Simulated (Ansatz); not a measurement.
A run of Ansatz 0.2.0 is set up as follows.

input.yaml

```yaml
crystal:
  lattice:
    - [3.223, 0.0, 0.0]
    - [-1.6115, 2.7911998764, 0.0]
    - [0.0, 0.0, 3.191]
  atoms:
    - { symbol: Mo, position: [0.0, 0.0, 0.0] }
    - { symbol: P, position: [0.3333333333, 0.6666666667, 0.5] }
kpoints:
  mp_grid: { grid: [10, 10, 8] }
scf:
  occupations: { method: fermi_dirac, width: 0.05 }
hamiltonian:
  xc: pbe
  pseudopotentials: { kind: all_electron, lapw: { basis_error: 0.001 } }
  hubbard:
    sites: [{ species: Mo, l: d, u_eff: 4 }]
    double_counting: fll
    projectors: ortho-atomic
output:
  forces: true
  stress: true
  eigenvalues: true
  hubbard: {}
```

Potentials or basis: all-electron LAPW, scalar-relativistic.

The run is started by

```bash
$ ansatz run input.yaml --threads 1 --pin off --max-ram 3072MiB --backend cpu --events-out ev --progress --plain --runs-dir out
```

(1) Predict the pressure.

(2) What does it give for the band gap on the k mesh?

Results:

(1) 1.3 GPa.

(2) none (metal or under the smearing width).

Caveat: U without spin polarisation on a metal has little footing; the U is typed as a test and isn't derived for this compound.
